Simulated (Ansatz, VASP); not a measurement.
## Two plane-wave programs on Mg3Te

```xyz
4
Lattice="-2.2077 2.2077 5.6098 2.2077 -2.2077 5.6098 2.2077 2.2077 -5.6098" Properties=species:S:1:pos:R:3 pbc="T T T"
Mg    0.0000    0.0000    5.7884
Mg    0.0000    2.2077    2.7247
Mg    2.2077    0.0000    2.7247
Te    0.0000    0.0000   -0.0182
```

Alike in both runs: task single point; functional PBE; k mesh 14 × 14 × 14; occupations gaussian, width 0.1 eV; no spin polarisation.

```csv
,VASP,Ansatz
version,VASP 6.6.1,Ansatz 0.2.0
potentials or method,"VASP PAW PBE potentials, release 64 (Mg, Te)","scalar-relativistic, plane waves, PAW"
plane-wave cutoff (eV),520,420
valence electrons in the cell,12,46
```

VASP gave:

* gap on the k mesh at the Fermi level (eV): none
* pressure (GPa): -3.1
* largest component of the traceless stress (GPa): 1.09
* rms of the force components (eV/Å): 0.089

**Question.** Which values does Ansatz return?

**Answer.** gap on the k mesh at the Fermi level (eV): none; pressure (GPa): -3.1; largest component of the traceless stress (GPa): 1.09; rms of the force components (eV/Å): 0.090.

Atom by atom the forces differ by 0.001 eV/Å (rms over components). A gap of «none» marks a metal or a gap that the smearing closes. The two sets of potentials don't hold the same shells in valence.

Spin-orbit coupling is left out, which matters for the levels of Te.
